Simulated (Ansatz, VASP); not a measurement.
**Zr: VASP beside Ansatz**

```
Zr
1.0
     0.09866    2.25500    2.25500
     2.25500    0.09866    2.25500
     2.35366    2.35366    0.00000
Zr
1
Direct
  0.00000 0.00000 0.00000
```

Change from the starting cell: strain +0.0875 x Voigt [0, 0, 0, 0, 0, 1], atoms carried along.

Alike in both runs: task single point; functional PBEsol; k mesh 18 × 18 × 18; occupations gaussian, width 0.15 eV; no spin polarisation.

```csv
,VASP,Ansatz
version,VASP 6.6.1,Ansatz 0.2.0
potentials or method,"VASP PAW PBE potentials, release 64 (Zr_sv)","scalar-relativistic, plane waves, PAW"
plane-wave cutoff (eV),520,420
valence electrons in the cell,12,12
```

|  | VASP | Ansatz | Ansatz less VASP |
| --- | --- | --- | --- |
| gap on the k mesh at the Fermi level (eV) | none | none | - |
| pressure (GPa) | -2.5 | -2.5 | -0.06 |
| largest component of the traceless stress (GPa) | 3.83 | 3.81 | -0.016 |

A gap of «none» marks a metal or a gap that the smearing closes.

Caveats: the PAW data sets were made with another functional, which shifts forces and pressure a little (VASP).
